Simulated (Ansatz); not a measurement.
# Ru (diamond type): how the settings move a single-point run

Aim: see which settings change the result for Ru (diamond type), by how much, and at what cost.

Method: reference: DFT, PBE, PAW with Ansatz's default frozen-core files, scalar-relativistic, in Ansatz 0.2.0.

## (1) The starting structure

The structure is cubic, space group Fd-3m (No. 227). The conventional cell has a = 5.490 Å, b = 5.490 Å, c = 5.490 Å, α = 90.00°, β = 90.00°, γ = 90.00°. Ru (site symmetry -43m) has 4 Ru at 2.38 Å as nearest neighbours.

Coordinates:

```cif
data_structure
_symmetry_space_group_name_H-M 'Fd-3m:1'
_symmetry_Int_Tables_number 227
_cell_length_a 5.4901
_cell_length_b 5.4901
_cell_length_c 5.4901
_cell_angle_alpha 90.000
_cell_angle_beta 90.000
_cell_angle_gamma 90.000
_cell_volume 165.48
loop_
_atom_site_label
_atom_site_type_symbol
_atom_site_symmetry_multiplicity
_atom_site_Wyckoff_symbol
_atom_site_fract_x
_atom_site_fract_y
_atom_site_fract_z
_atom_site_occupancy
Ru1 Ru 8 b 0.00000 0.00000 0.50000 1
```

## (2) The reference run

The input, input.yaml:

```yaml
crystal:
  lattice:
    - [0.0, 2.745045675, 2.745045675]
    - [2.745045675, 0.0, 2.745045675]
    - [2.745045675, 2.745045675, 0.0]
  atoms:
    - { symbol: Ru, position: [0.0, 0.0, 0.0] }
    - { symbol: Ru, position: [0.25, 0.25, 0.25] }
kpoints:
  mp_grid: { grid: [10, 10, 10] }
scf:
  occupations: { method: fermi_dirac, width: 0.03 }
hamiltonian:
  xc: pbe
  pseudopotentials: { kind: paw }
output:
  forces: true
  stress: true
  eigenvalues: true
  efg: { contact_densities: true }
```

Started as:

```bash
$ ansatz run input.yaml --threads 1 --pin off --max-ram 2048MiB --backend cpu --events-out ev --progress --plain --runs-dir out
```

## (3) Variant: symmetry.detect false, mixing.algorithm anderson, mixing.beta 0.2

input.yaml, as its differences from that of step 2:

```diff
@@ -8,2 +8,3 @@
     - { symbol: Ru, position: [0.25, 0.25, 0.25] }
+  symmetry: { detect: false }
 kpoints:
@@ -12,2 +13,3 @@
   occupations: { method: fermi_dirac, width: 0.03 }
+  mixing: { algorithm: anderson, beta: 0.2 }
 hamiltonian:
```

What does the calculation give? Wanted: for each run, ending; energy change; pressure; gap; force.

**Answer**, as computed:

| run | ending | energy change | pressure (GPa) | gap (eV) | force (eV/Å) | cycles | time |
| --- | --- | --- | --- | --- | --- | --- | --- |
| reference | converged | 0 | -3.1 | 0.00 | 0.00 | 7 | 1.6 s |
| 1: symmetry.detect false, mixing.algorithm anderson, mixing.beta 0.2 | converged | 0.0 meV/atom | -3.1 | 0.00 | 0.00 | 9 | 19 s |

Residual by cycle in the longest SCF loop of each run; runs are numbered as in the table. The quantity is the density residual dr2, in eV.

| cycle | reference | run 1 |
| --- | --- | --- |
| 1 | 0.0267 | 0.0266 |
| 2 | 0.00618 | 0.015 |
| 3 | 1.8e-4 | 4.2e-4 |
| 4 | 1.7e-5 | 2.2e-4 |
| 5 | 1.3e-6 | 1.0e-5 |
| 6 | 1.2e-7 | 6.1e-6 |
| 7 | 3.3e-9 | 5.8e-7 |
| 8 | - | 2.3e-7 |
| 9 | - | 3.6e-8 |

What this shows: With the changed use of symmetry and mixing the energy agrees within 0.5 meV/atom. Cost: 9 SCF cycles against 7, 19 s against 1.6 s.
